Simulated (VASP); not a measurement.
Crystal: Ag.

```
CELL_PARAMETERS angstrom
0.00000 2.04275 2.04275
2.04275 0.00000 2.04275
2.04275 2.04275 0.00000
ATOMIC_POSITIONS crystal
Ag 0.00000 0.00000 0.00000
```

* Program: VASP 6.6.1
* Task: relaxation of cell and atoms
* Functional: revPBE
* Dispersion: D3(BJ)
* Potentials or basis: VASP PAW PBE potentials, release 64 (Ag)
* Cutoff: 600 eV
* k mesh: 11 × 11 × 11
* Occupations: fermi-dirac, width 0.05 eV
* Spin: no spin polarisation

At the start: pressure -3.7 GPa; volume 17.05 Å³/atom.

Where does the relaxation end?

Over 3 steps the energy falls by 7.2 meV/atom and the volume is 16.46 Å³/atom (-3.5 %); space group Fm-3m (No. 225, to 0.05 Å).

The path:
| step | energy change (eV) | largest force (eV/Å) | pressure (GPa) | volume (Å³) |
| --- | --- | --- | --- | --- |
| 1 | 0.0000 | 0.0000 | -3.73 | 17.05 |
| 2 | -0.0040 | 0.0000 | 2.93 | 16.09 |
| 3 | -0.0072 | 0.0000 | 0.01 | 16.46 |

Final structure:
```
Ag
1.0
     0.00000    2.01883    2.01883
     2.01883    0.00000    2.01883
     2.01883    2.01883    0.00000
Ag
1
Direct
  0.00000 0.00000 0.00000
```

Caveat: the PAW data sets were made with another functional, which shifts forces and pressure a little; pairwise dispersion overbinds metals, which lowers pressure and volume.
